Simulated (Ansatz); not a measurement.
# C3H8S: the cost of one run

Program: Ansatz 0.2.0, driven from Python. Level of theory: MP2/def2-TZVPP. These are calculated values, not measurements.

## (1) The structure

Bond lengths: C1–C2 1.561 Å, C2–C3 1.534 Å, C3–S4 1.868 Å, C1–H5 1.087 Å, C1–H6 1.082 Å, C1–H7 1.092 Å, C2–H8 1.086 Å, C2–H9 1.063 Å, C3–H10 1.115 Å, C3–H11 1.142 Å, S4–H12 1.359 Å. Angles (14 of 19 angles, heavy atoms first): C1–C2–C3 114.1°, C2–C3–S4 112.1°, C1–C2–H8 107.1°, C1–C2–H9 110.2°, C3–C2–H8 107.1°, C3–C2–H9 111.4°, C2–C1–H5 108.6°, C2–C1–H6 109.2°, C2–C1–H7 105.9°, C2–C3–H10 110.4°, C2–C3–H11 113.3°, S4–C3–H10 108.2°, S4–C3–H11 106.5°, C3–S4–H12 95.3°.

c3h8s.xyz, read by the script:

```xyz
12

C    -1.31280   -0.36070   -0.29900
C     0.03560   -0.69610    0.41180
C     1.21050    0.19020   -0.02090
S     1.02320    1.94920    0.57820
H    -1.14410   -0.34800   -1.37310
H    -1.67010    0.59920    0.05080
H    -2.00530   -1.15690   -0.01780
H     0.29160   -1.71790    0.14590
H    -0.09210   -0.68170    1.46740
H     2.16990   -0.21390    0.37950
H     1.34010    0.24620   -1.15410
H    -0.02880    2.24520   -0.22930
```

## (2) Script

Contents of bde.py:

```python
import ansatz as az


def energy_of(molecule, charge=0, unpaired=0):
    calc = (
        molecule.calculation()
        .basis(gaussian="def2-TZVPP")
        .correlation("mp2")
    )
    if charge:
        calc = calc.charge(charge)
    if unpaired:
        calc = calc.spin("collinear", total=unpaired)
    return calc.run().report["free_energy_ev"]

def without(molecule, index):
    rest = az.Crystal.molecule()
    for i, site in enumerate(molecule.cartesian_sites):
        if i != index:
            rest = rest.atom(site.symbol, site.position_ang)
    return rest


def main() -> None:
    c3h8s = az.Crystal.molecule_from_extxyz("c3h8s.xyz")

    whole = energy_of(c3h8s, 0)
    hydrogen = energy_of(az.Crystal.molecule().atom("H", (0, 0, 0)), 0, 1)
    print(f"E(molecule) = {whole:.5f} eV, E(H) = {hydrogen:.5f} eV")
    for index in [6, 8, 10]:
        radical = energy_of(without(c3h8s, index), 0, 1)
        print(f"H{index}: homolysis {23.060548 * (radical + hydrogen - whole):.1f} kcal/mol")


if __name__ == "__main__":
    main()
```

## (3) The run

Command:

```bash
python bde.py
```

Q: Estimate wall time and peak memory on 1 thread of Arm Neoverse V1, shared host.

About 52 s, with a peak of 0.62 GiB.
